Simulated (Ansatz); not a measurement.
**Tin, dhcp under revPBE: from relaxation to bulk modulus**

What does revPBE give for tin in the dhcp structure? We relax it, solve it on a dense k-mesh, then scale the cell to 7 volumes from 88 to 112 % of the relaxed one and try a fit of the equation of state. Spin polarisation is left out. The k-meshes are 11×11×3 for the relaxation; 14×14×4 for the dense run; 12×12×4 for the volumes.

Method: DFT revPBE, plane waves (420 eV) with PAW, scalar-relativistic; the PAW data stem from PBE, with regenerated cores, in Ansatz 0.2.0.

## (1) Starting point

It takes space group P6_3/mmc (No. 194, hexagonal). Conventional cell: a = 3.410 Å, b = 3.410 Å, c = 11.137 Å, α = 90.00°, β = 90.00°, γ = 120.00°. Sn (site symmetry -3m) has 12 Sn at 3.41 Å as nearest neighbours. Sn (site symmetry -6m2) is surrounded by 12 Sn at 3.41 Å.

As a file:

```
Sn
1.0
     3.40987    0.00000    0.00000
    -1.70493    2.95303    0.00000
     0.00000    0.00000   11.13662
Sn
4
Direct
  0.00000 0.00000 0.00000
  0.00000 0.00000 0.50000
  0.33333 0.66667 0.25000
  0.66667 0.33333 0.75000
```

## (2) Geometry optimisation

Input file input.yaml:

```yaml
crystal:
  lattice:
    - [3.4098662044, 0.0, 0.0]
    - [-1.7049331022, 2.9530307565, 0.0]
    - [0.0, 0.0, 11.1366230234]
  atoms:
    - { symbol: Sn, position: [0.0, 0.0, 0.0] }
    - { symbol: Sn, position: [0.0, 0.0, 0.5] }
    - { symbol: Sn, position: [0.3333333333, 0.6666666667, 0.25] }
    - { symbol: Sn, position: [0.6666666667, 0.3333333333, 0.75] }
hamiltonian:
  xc: revpbe
  pseudopotentials:
    kind: paw
    azcp:
      Sn: "pseudopotentials/Sn.paw.azcp"
basis:
  ecutwfc: 420
  fft_grid_basis: typed
kpoints:
  mp_grid: { grid: [11, 11, 3], shift: [0, 0, 0] }
magnetization:
  spin_polarized: false
scf:
  occupations: { method: fermi_dirac, width: 0.1 }
relax:
  max_steps: 60
  f_tol: 0.01
  cell: {}
```

Standard output (excerpt; [...] marks lines left out):

```text
Warning: RAYON_NUM_THREADS=2 ignored (pool sized by the plan → 2); use --threads N
[...]
Pseudopotentials: kind: paw
Pseudopotential: Sn, paw, valence charge 14, recommended cutoff 420 eV (normal), <dir>
Functional definition: revPBE
[...]
Crystal: 4 atoms, lattice volume = 112.140 Å³
Basis set: ecut = 420 eV, 2173 PW (Γ), exchange–correlation on 48×48×150 points (8 copies of the dense FFT grid, shifted against one another)
Bands: 34, of which v1, the nominal top of the filled ones, is band 28 counted from 1 (27 counted from 0)
Symmetry: 24 space group operations
Space group: P63/mmc (ITA 194), of the structure as read, at distance tolerance 4.8e-5 Å
k-points: 32 of 363
[...]
SCF iter   1: F=—  HF=-24121.007029 eV  |F-HF|=—  |Δ(HF+E_count)|=         —  Δρ=2.14e-3  dr2=4.14e-3  ethr=1.77e-3  ⟨swp⟩=7.1  Hψ=4716  notcnv=0
[...]
relax step   1: F+E_penalty+E_count = -24121.00329048 eV  Δ(F+E_penalty+E_count) = +0.000e0 eV  max|allowed force component| = 3.238e-17 eV/Å  Δτ_max = 0.0000 Å  P = +0.680 GPa  Ω = 112.140 Å³  (6 SCF iters, dr2 threshold 1.00e-7 eV, accepted)
[...]
relax step   3: F+E_penalty+E_count = -24121.00846217 eV  Δ(F+E_penalty+E_count) = -2.221e-4 eV  max|allowed force component| = 1.850e-17 eV/Å  Δτ_max = 0.0000 Å  P = -0.011 GPa  Ω = 113.800 Å³  energy of the carried Pulay correction = -3.624e-4 eV  (3 SCF iters, dr2 threshold 5.32e-8 eV, accepted)
[...]
relax step   4: F+E_penalty+E_count = -24121.00882430 eV  Δ(F+E_penalty+E_count) = -3.621e-4 eV  max|allowed force component| = 1.966e-17 eV/Å  Δτ_max = 0.0000 Å  P = -0.012 GPa  Ω = 113.800 Å³  stress off target by 1.61e-2 GPa  SCF on the basis re-selected at this cell (its energy is not [...]
SCF converged after 5 iterations
Free energy (F): -24121.008824 eV
[...]
E sigma→0 (E₀):  -24120.977223 eV
Entropy (-TS):   -0.063202 eV (-15.800 meV/atom)
Fermi energy:    10.340319 eV
[...]
--- Forces (eV/Å), atoms counted from 1 ---
  atom   1  Sn    -0.00000000     0.00000000     0.00000000
  atom   2  Sn     0.00000000    -0.00000000     0.00000000
  atom   3  Sn    -0.00000000     0.00000000     0.00000000
  atom   4  Sn    -0.00000000    -0.00000000    -0.00000000
[...]
--- Stress (GPa, compression-positive) ---
       -0.016096      -0.000000       0.000000
       -0.000000      -0.016096       0.000000
        0.000000       0.000000      -0.002594
  P = ⅓ Tr σ = -0.0116 GPa (-0.116 kbar)
--- Relaxed structure (3 steps of the walk, 3 accepted, 1 SCFs on fresh bases) ---
  F+E_penalty+E_count = -24121.00882430 eV   max|allowed force component| = 1.966e-17 eV/Å   (the final SCF, on the basis selected at the relaxed cell)
  cell:  # Å, volume = 113.8001 Å³
    - [3.4142877862583116, 0.0, 4.539454076274558e-35]
    - [-1.7071438931291558, 2.956859958730631, -1.2413948606850155e-33]
    - [1.482585701292708e-34, -4.596015674007395e-33, 11.27227550289151]
  atoms:
    - { symbol: Sn, position: [5.93195866331776e-34, 3.8383955766623744e-35, 7.093103556552025e-37] }
    - { symbol: Sn, position: [6.166321060414892e-34, 1.9361818395553732e-35, 0.49999999999999994] }
    - { symbol: Sn, position: [0.33333333333333326, 0.6666666666666666, 0.24999999999999997] }
    - { symbol: Sn, position: [0.6666666666666667, 0.33333333333333326, 0.7499999999999999] }
```

It took 6.6 s on 2 threads of an x86-64 CPU, shared host; peak memory 0.58 GiB.

Relaxation path:

| step | energy change (meV/atom) | largest force (eV/Å) | pressure (GPa) | volume (Å³/atom) |
| --- | --- | --- | --- | --- |
| 1 | 0.00 | 0.0000 | 0.68 | 28.035 |
| 2 | -1.24 | 0.0000 | -0.14 | 28.531 |
| 3 | -1.29 | 0.0000 | -0.01 | 28.450 |
| 4 | -1.38 | 0.0000 | -0.01 | 28.450 |

Steps that repeat a cell are solved on a basis chosen anew, so their changes of energy are no gain of the relaxation.

Changes in the cell that was computed:

|  | before | after | change |
| --- | --- | --- | --- |
| a (Å) | 3.410 | 3.414 | +0.1 % |
| b (Å) | 3.410 | 3.414 | +0.1 % |
| c (Å) | 11.137 | 11.272 | +1.2 % |
| volume (Å³/atom) | 28.035 | 28.450 | +1.5 % |
| shortest distance (Å) | 3.410 | 3.414 | +0.1 % |
| space group (spins left aside) | P6_3/mmc | P6_3/mmc | same |

## (3) Single point on a dense mesh

input.yaml, as its differences from that of step 2:

```diff
@@ -2,5 +2,5 @@
   lattice:
-    - [3.4098662044, 0.0, 0.0]
-    - [-1.7049331022, 2.9530307565, 0.0]
-    - [0.0, 0.0, 11.1366230234]
+    - [3.4142877863, 0.0, 0.0]
+    - [-1.7071438931, 2.9568599587, 0.0]
+    - [0.0, 0.0, 11.2722755029]
   atoms:
@@ -20,3 +20,3 @@
 kpoints:
-  mp_grid: { grid: [11, 11, 3], shift: [0, 0, 0] }
+  mp_grid: { grid: [14, 14, 4], shift: [0, 0, 0] }
 magnetization:
@@ -25,5 +25 @@
   occupations: { method: fermi_dirac, width: 0.1 }
-relax:
-  max_steps: 60
-  f_tol: 0.01
-  cell: {}
```

Standard output (excerpt; [...] marks lines left out):

```text
Warning: RAYON_NUM_THREADS=2 ignored (pool sized by the plan → 2); use --threads N
[...]
[... 3 set-up lines as earlier in the session ...]
[...]
Crystal: 4 atoms, lattice volume = 113.800 Å³
Basis set: ecut = 420 eV, 2209 PW (Γ)
Bands: 32, of which v1, the nominal top of the filled ones, is band 28 counted from 1 (27 counted from 0)
[... 2 set-up lines as earlier in the session ...]
k-points: 72 of 784
[...]
SCF iter   1: F=—  HF=-24120.995428 eV  |F-HF|=—  |Δ(HF+E_count)|=         —  Δρ=1.98e-3  dr2=2.70e-3  ethr=1.77e-3  ⟨swp⟩=7.4  Hψ=20838  notcnv=0
[...]
SCF iter   6: F=-24120.992018 eV  HF=-24120.992018 eV  |F-HF|=4.31e-9  |Δ(HF+E_count)|=   6.07e-9  Δρ=2.09e-6  dr2=6.73e-9  ethr=1.01e-10  ⟨swp⟩=1.0  Hψ=7464  notcnv=0
[...]
SCF converged after 6 iterations
Free energy (F): -24120.992018 eV
[...]
E sigma→0 (E₀):  -24120.956395 eV
Entropy (-TS):   -0.071246 eV (-17.811 meV/atom)
Fermi energy:    10.325602 eV
[...]
```

Wall time 3.4 s (2 threads of an x86-64 CPU, shared host); peak memory 0.63 GiB.

## (4) Volume × 0.88

input.yaml, as its differences from that of step 3:

```diff
@@ -2,5 +2,5 @@
   lattice:
-    - [3.4142877863, 0.0, 0.0]
-    - [-1.7071438931, 2.9568599587, 0.0]
-    - [0.0, 0.0, 11.2722755029]
+    - [3.2718572594, 0.0, 0.0]
+    - [-1.6359286297, 2.8335115042, 0.0]
+    - [0.0, 0.0, 10.8020409358]
   atoms:
@@ -20,3 +20,3 @@
 kpoints:
-  mp_grid: { grid: [14, 14, 4], shift: [0, 0, 0] }
+  mp_grid: { grid: [12, 12, 4], shift: [0, 0, 0] }
 magnetization:
@@ -25 +25,4 @@
   occupations: { method: fermi_dirac, width: 0.1 }
+  lower_state_search: "off"
+output:
+  stress: true
```

Standard output (excerpt; [...] marks lines left out):

```text
Warning: RAYON_NUM_THREADS=2 ignored (pool sized by the plan → 2); use --threads N
[...]
[... 3 set-up lines as earlier in the session ...]
[...]
Crystal: 4 atoms, lattice volume = 100.144 Å³
Basis set: ecut = 420 eV, 1981 PW (Γ)
Bands: 32, of which v1, the nominal top of the filled ones, is band 28 counted from 1 (27 counted from 0)
[... 1 set-up line as earlier in the session ...]
Space group: P63/mmc (ITA 194), of the structure as read, at distance tolerance 4.6e-5 Å
k-points: 57 of 576
[...]
SCF iter   1: F=—  HF=-24120.673384 eV  |F-HF|=—  |Δ(HF+E_count)|=         —  Δρ=2.62e-3  dr2=4.85e-3  ethr=1.77e-3  ⟨swp⟩=7.4  Hψ=16620  notcnv=0  defer=1
[...]
SCF iter   6: F=-24120.669296 eV  HF=-24120.669296 eV  |F-HF|=1.60e-9  |Δ(HF+E_count)|=  9.35e-10  Δρ=2.35e-6  dr2=7.65e-9  ethr=1.69e-10  ⟨swp⟩=2.5  Hψ=6521  notcnv=0
[...]
SCF converged after 6 iterations
Free energy (F): -24120.669296 eV
[...]
E sigma→0 (E₀):  -24120.627724 eV
Entropy (-TS):   -0.083145 eV (-20.786 meV/atom)
Fermi energy:    12.243306 eV
[...]
--- Stress (GPa, compression-positive) ---
        7.928949       0.000000       0.000000
        0.000000       7.928949       0.000000
        0.000000       0.000000       7.497792
  P = ⅓ Tr σ = 7.7852 GPa (77.852 kbar)
```

Run time: 2.9 s. Hardware: 2 threads of an x86-64 CPU, shared host; peak memory 0.57 GiB.

## (5) Volume × 0.92

input.yaml, as its differences from that of step 4:

```diff
@@ -2,5 +2,5 @@
   lattice:
-    - [3.2718572594, 0.0, 0.0]
-    - [-1.6359286297, 2.8335115042, 0.0]
-    - [0.0, 0.0, 10.8020409358]
+    - [3.3206981504, 0.0, 0.0]
+    - [-1.6603490752, 2.8758089566, 0.0]
+    - [0.0, 0.0, 10.9632892002]
   atoms:
```

Standard output (excerpt; [...] marks lines left out):

```text
Warning: RAYON_NUM_THREADS=2 ignored (pool sized by the plan → 2); use --threads N
[...]
[... 3 set-up lines as earlier in the session ...]
[...]
Crystal: 4 atoms, lattice volume = 104.696 Å³
Basis set: ecut = 420 eV, 2089 PW (Γ)
Bands: 32, of which v1, the nominal top of the filled ones, is band 28 counted from 1 (27 counted from 0)
[... 1 set-up line as earlier in the session ...]
Space group: P63/mmc (ITA 194), of the structure as read, at distance tolerance 4.7e-5 Å
k-points: 57 of 576
[...]
SCF iter   1: F=—  HF=-24120.847957 eV  |F-HF|=—  |Δ(HF+E_count)|=         —  Δρ=2.51e-3  dr2=4.36e-3  ethr=1.77e-3  ⟨swp⟩=7.4  Hψ=16611  notcnv=0  defer=2
[...]
SCF iter   6: F=-24120.844328 eV  HF=-24120.844328 eV  |F-HF|=3.13e-9  |Δ(HF+E_count)|=  2.04e-10  Δρ=2.53e-6  dr2=8.93e-9  ethr=1.77e-10  ⟨swp⟩=2.6  Hψ=6550  notcnv=0
[...]
SCF converged after 6 iterations
Free energy (F): -24120.844328 eV
[...]
E sigma→0 (E₀):  -24120.801975 eV
Entropy (-TS):   -0.084706 eV (-21.177 meV/atom)
Fermi energy:    11.540272 eV
[...]
--- Stress (GPa, compression-positive) ---
        4.762024       0.000000       0.000000
        0.000000       4.762024       0.000000
        0.000000       0.000000       4.454318
  P = ⅓ Tr σ = 4.6595 GPa (46.595 kbar)
```

Run time: 3.3 s. Hardware: 2 threads of an x86-64 CPU, shared host; peak memory 0.59 GiB.

## (6) Volume × 0.96

input.yaml, as its differences from that of step 5:

```diff
@@ -2,5 +2,5 @@
   lattice:
-    - [3.3206981504, 0.0, 0.0]
-    - [-1.6603490752, 2.8758089566, 0.0]
-    - [0.0, 0.0, 10.9632892002]
+    - [3.3681431055, 0.0, 0.0]
+    - [-1.6840715527, 2.9168974929, 0.0]
+    - [0.0, 0.0, 11.1199287802]
   atoms:
```

Standard output (excerpt; [...] marks lines left out):

```text
Warning: RAYON_NUM_THREADS=2 ignored (pool sized by the plan → 2); use --threads N
[...]
[... 3 set-up lines as earlier in the session ...]
[...]
Crystal: 4 atoms, lattice volume = 109.248 Å³
Basis set: ecut = 420 eV, 2161 PW (Γ)
Bands: 32, of which v1, the nominal top of the filled ones, is band 28 counted from 1 (27 counted from 0)
[... 2 set-up lines as earlier in the session ...]
k-points: 57 of 576
[...]
SCF iter   1: F=—  HF=-24120.943212 eV  |F-HF|=—  |Δ(HF+E_count)|=         —  Δρ=2.41e-3  dr2=3.91e-3  ethr=1.77e-3  ⟨swp⟩=7.4  Hψ=16558  notcnv=0  defer=2
[...]
SCF iter   6: F=-24120.940162 eV  HF=-24120.940162 eV  |F-HF|=6.42e-9  |Δ(HF+E_count)|=   1.75e-9  Δρ=2.71e-6  dr2=1.02e-8  ethr=1.66e-10  ⟨swp⟩=2.9  Hψ=7195  notcnv=0
[...]
SCF converged after 6 iterations
Free energy (F): -24120.940162 eV
[...]
E sigma→0 (E₀):  -24120.897601 eV
Entropy (-TS):   -0.085121 eV (-21.280 meV/atom)
Fermi energy:    10.897819 eV
[...]
--- Stress (GPa, compression-positive) ---
        2.249632      -0.000000       0.000000
        0.000000       2.249632       0.000000
        0.000000       0.000000       2.037316
  P = ⅓ Tr σ = 2.1789 GPa (21.789 kbar)
```

Wall time 3.3 s (2 threads of an x86-64 CPU, shared host); peak memory 0.6 GiB.

[end of part 1 of 2]
